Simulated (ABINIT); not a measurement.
The system is WS2.

```xyz
3
Lattice="1.5790 0.9116 6.1633 -1.5790 0.9116 6.1633 0.0000 -1.8233 6.1633" Properties=species:S:1:pos:R:3 pbc="T T T"
W     0.0000    0.0000    0.0000
S     0.0000    0.0000   10.7427
S     0.0000    0.0000   13.8730
```

Measurements of this composition are mostly on another form, of space group No. 194.

Base run:

* Program: ABINIT 10.8.3 (patched build)
* Functional: BLYP
* Potentials or basis: JTH PAW PBE v2.0
* Cutoff: 653 eV
* k mesh: 10 × 10 × 10
* Occupations: fermi-dirac, width 0.05 eV
* Spin: no spin polarisation

Its results: band gap on the k mesh 1.08 eV, indirect (least direct gap 2.23 eV); pressure 12.3 GPa; largest force 0.903 eV/Å.

After a change of settings the same cell gave: band gap on the k mesh 1.02 eV, indirect (least direct gap 2.23 eV); pressure -0.4 GPa; largest force 0.601 eV/Å. Which change was it?
A. functional from BLYP to r2SCAN
B. functional from BLYP to PBE
C. functional from BLYP to RPBE
D. functional from BLYP to PBEsol

D.

PBEsol binds more tightly than BLYP, so the same cell stands under less pressure.

Caveats: the PAW data sets were made with another functional, which shifts forces and pressure a little; spin-orbit coupling is left out, which moves the levels of the heavy elements.
